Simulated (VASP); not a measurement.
Here is a VASP 6.6.1 calculation.

POSCAR

```
GaN
1.0
    0.0000000000      2.1352350000      2.1352350000
    2.1352350000      0.0000000000      2.1352350000
    2.1352350000      2.1352350000      0.0000000000
Ga N
1 1
Direct
    0.0000000000      0.0000000000      0.0000000000
    0.5000000000      0.5000000000      0.5000000000
```

The input INCAR.step1:

```
  ALGO = Normal
  EDIFF = 1E-5
  ENCUT = 520
  GGA = PE
  ISIF = 2
  ISMEAR = -1
  LASPH = T
  LCHARG = F
  LREAL = F
  LWAVE = T
  NELM = 80
  PREC = Accurate
  SIGMA = 0.05
```

INCAR.step2

```
  AEXX = 0.4
  ALGO = Normal
  EDIFF = 1E-6
  ENCUT = 520
  GGA = PE
  HFSCREEN = 0.2
  ISIF = 2
  ISMEAR = -1
  ISTART = 1
  LASPH = T
  LCHARG = F
  LHFCALC = T
  LREAL = F
  LWAVE = F
  NELM = 80
  PREC = Accurate
  PRECFOCK = Fast
  SIGMA = 0.05
```

File KPOINTS:

```
k-points
0
Gamma
  6 6 6
```

Potentials or basis: VASP PAW PBE potentials, release 64 (Ga_d, N).

Command:

```sh
$ cat potpaw_PBE.64/Ga_d/POTCAR potpaw_PBE.64/N/POTCAR > POTCAR
$ cp INCAR.step1 INCAR
$ mpirun -np 1 vasp_std > vasp.out
$ cp INCAR.step2 INCAR
$ mpirun -np 1 vasp_std > vasp.out
```

Predict the band gap on the k mesh.

2.46 eV, indirect (least direct gap 4.50 eV).

What does it give for the pressure?

-14.2 GPa.

Caveat: the k mesh is coarse (spacing up to 0.42 Å⁻¹), so the values aren't converged, least of all with exact exchange; the PAW data sets were made with another functional, which shifts forces and pressure a little. A k mesh can miss the band edges.
